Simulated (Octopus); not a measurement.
# CoO in Octopus: the effect of Hubbard term

CoO:

```
Co O
1.0
     0.00000    2.13150    2.13150
     2.13150    0.00000    2.13150
     2.13150    2.13150    0.00000
Co O
1 1
Direct
  0.00000 0.00000 0.00000
  0.50000 0.50000 0.50000
```

Alike in all runs:

```yaml
Program: Octopus 16.4
Task: single point
Functional: PBEsol
Potentials_or_basis: pseudodojo_pbesol (PseudoDojo 0.4, PBEsol)
Grid_spacing: 0.144 Å
k_mesh: 8 × 8 × 8
Occupations: fermi-dirac, width 0.05 eV
Spin: collinear spin, ferromagnetic start
Starting_moments: "[4.0, 0.0] μB"
Eigensolver: chebyshev_filter
k-point_symmetries_used: yes
ConvRelDens: 1e-06
ExtraStates: 10
DerivativesOrder: 8
```

```tsv
Hubbard term	moment (μB)
none	2.97
Co d U = 4 eV	3.00
U computed self-consistently by ACBN0 on Co d	?
U computed self-consistently by ACBN0 on all atomic orbitals	3.00
```

Question: What does the run with Hubbard term U computed self-consistently by ACBN0 on Co d give?

Answer: Moment 2.60 μB.

Caveats: a cell with one magnetic atom can't hold antiferromagnetic order, which such compounds often take; ACBN0's U hangs on the orbitals chosen and wasn't checked against another program (some runs); U acts on the potentials' truncated atomic orbitals, so values differ from other programs' at the same U, and they weren't checked against one (some runs).
